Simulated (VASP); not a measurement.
# BP: kinetic-energy density

BP, F-43m (no. 216), 2 atoms in the cell. PBE; PAW potentials P, B (PBE set).

## Input

INCAR:
```
ALGO     = Normal         # electronic algorithm
EDIFF    = 1E-7           # SCF threshold, eV
ENCUT    = 520            # plane-wave cutoff, eV
ISIF     = 2              # what is computed and relaxed
ISMEAR   = 0              # smearing method
LASPH    = T              # aspherical terms in the spheres
LCHARG   = T              # write CHGCAR
LREAL    = F              # projectors in reciprocal space
LTAU     = T            
LWAVE    = F              # write WAVECAR
NELM     = 100            # most SCF steps
PREC     = Accurate       # precision mode
SIGMA    = 0.02           # smearing width, eV
```

KPOINTS:
```
k-points
0
Gamma
  8 8 8
```

POSCAR:
```
BP
1.0
    0.0000000000      2.2690000000      2.2690000000
    2.2690000000      0.0000000000      2.2690000000
    2.2690000000      2.2690000000      0.0000000000
P B
1 1
Direct
    0.7500000000      0.7500000000      0.7500000000
    0.0000000000      0.0000000000      0.0000000000
```

Commands:
```
cat potpaw_PBE.64/P/POTCAR potpaw_PBE.64/B/POTCAR > POTCAR
mpirun -np 1 vasp_std > vasp.out
```

## Result

- Kinetic energy of the pseudo orbitals (eV): 126.61

VASP 6.6.1 took 6.0 s on 1 core (Intel Xeon Platinum 8559C (Emerald Rapids)), a shared host.
